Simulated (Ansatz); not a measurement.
**ZnTe (zinc blende), scan of one atom of the cell**

Starting cell, ZnTe (zinc blende):

```
ZnTe
1.0
    0.00000     3.05670     3.05670
    3.05670     0.00000     3.05670
    3.05670     3.05670     0.00000
Te Zn
1 1
Direct
  0.75000   0.75000   0.75000
  0.00000   0.00000   0.00000
```

In this cell atom 2 (Zn, nearest neighbour Te at 2.647 Å; its periodic images, 4.3 Å or more away, move with it) is moved by s along Cartesian [110], unit vector (0.707, 0.707, 0.000); all other atoms and the cell stay fixed.

These are r2SCAN (plane waves to 500 eV, PAW, scalar-relativistic; Ansatz, an electronic-structure program) values and carry that method's errors. k mesh 8×8×8 (Γ-centred), Fermi-Dirac smearing 0.05 eV. Energies are smeared free energies. Compression counts positive. F∥ is the force on the atom along that direction. F⊥ is the part of the force across the line. Spin-orbit coupling is left out, though Te is heavy. ZnTe was relaxed with its symmetry unable to fall. The zero of ΔE is the undisplaced structure.

```
s (Å)   ΔE (meV/cell)  F∥ (eV/Å)  P (GPa)  |F⊥| (eV/Å)
------  -------------  ---------  -------  -----------
-0.260          173.2      1.382     1.35        0.577
-0.208          109.4      1.077     0.86        0.365
-0.156           60.9      0.791     0.49        0.204
-0.104           26.9      0.520     0.22        0.090
-0.052            6.7      0.257     0.06        0.022
0.000             0.0      0.000     0.01        0.000
0.052             6.7     -0.257     0.06        0.022
0.104            26.9     -0.520     0.22        0.090
0.156            60.9     -0.791     0.49        0.204
0.208           109.4     -1.077     0.86        0.365
0.260           173.2     -1.382     1.35        0.577
```

What the scan shows:

```
Item                                                                                                                                                  Value
--------------------------------------------------------  -------------------------------------------------------------------------------------------------
Energy at s = 0.260 Å                                                                                                                        173.2 meV/cell
Force along the line at s = -0.260 Å                                                                                                              1.38 eV/Å
Symmetry of the curve                                                                                                         even: the same for both signs
Shape of the curve                                                                           a single well with its minimum at or next to zero displacement
Force constant k = d²E/ds² at s = 0 (finite differences)                                                                                         4.93 eV/Å²
Harmonic estimate at the end of the scan                  ½ks² = 166.8 meV/cell against the computed 173.2 meV/cell, so the well is close to harmonic there
```

The 11 points together took about 6 core-minutes (a rough figure).

(A displaced cell: forces are minus the slopes of the energy, force constants its curvatures, and phonons follow from these.)
